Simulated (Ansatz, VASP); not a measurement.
## GaP: programs and potentials compared

```
Ga P
1.0
     0.00000    2.72525    2.72525
     2.72525    0.00000    2.72525
     2.72525    2.72525    0.00000
Ga P
1 1
Direct
  0.00000 0.00000 0.00000
  0.75000 0.75000 0.75000
```

Alike in all runs: task single point; functional PBE; k mesh 8 × 8 × 8; occupations gaussian, width 0.014 eV; no spin polarisation; no spin-orbit coupling. Pressure is positive in compression and, in plane waves, holds the error of the finite cutoff, which Ansatz's Pulay term estimates and takes out.

| program and potentials | plane-wave cutoff (eV) | notes | band gap (eV) | pressure (GPa) |
| --- | --- | --- | --- | --- |
| Ansatz, Ansatz PAW | 420 | Pulay term of +0.04 GPa included | 1.64 | 2.51 |
| Ansatz, all-electron LAPW, scalar-relativistic | - | - | 1.64 | 2.48 |
| VASP, PBE PAW files Ga_d, P, 520 eV | 520 | - | 1.64 | 2.43 |

All agree on the band gap. The pressure spans 2.43 (VASP, PBE PAW files Ga_d, P, 520 eV) to 2.51 GPa (Ansatz, Ansatz PAW), with all-electron results at 2.48. The gap is indirect and read on the mesh alone.

Differences between rows come from potentials, basis sets and numerical settings, since the functional is the same but for its coding. Runs on potential files found faulty are left out.

The two PAW calculations reproduce the all-electron gap of 1.64 eV, so the clear shortfall against the measured gap of GaP comes from the functional rather than from the potentials. Semilocal Kohn-Sham gaps lack the derivative discontinuity of the exchange-correlation potential, and a better core description can't restore it. The indirect character is as expected, with a mainly P 3p valence band maximum at Γ and a conduction band minimum near X.

The positive pressure in every row means that PBE would expand this cell, whose lattice constant is close to experiment. This is the usual PBE underbinding of semiconductors with heavier atoms, where the gradient correction weakens the bonds too much. The spread between programs is small beside the pressure itself, and the PAW values lie on either side of the all-electron one; the lower VASP value may partly reflect residual Pulay stress. Agreement at a single volume doesn't establish equally close bulk moduli.
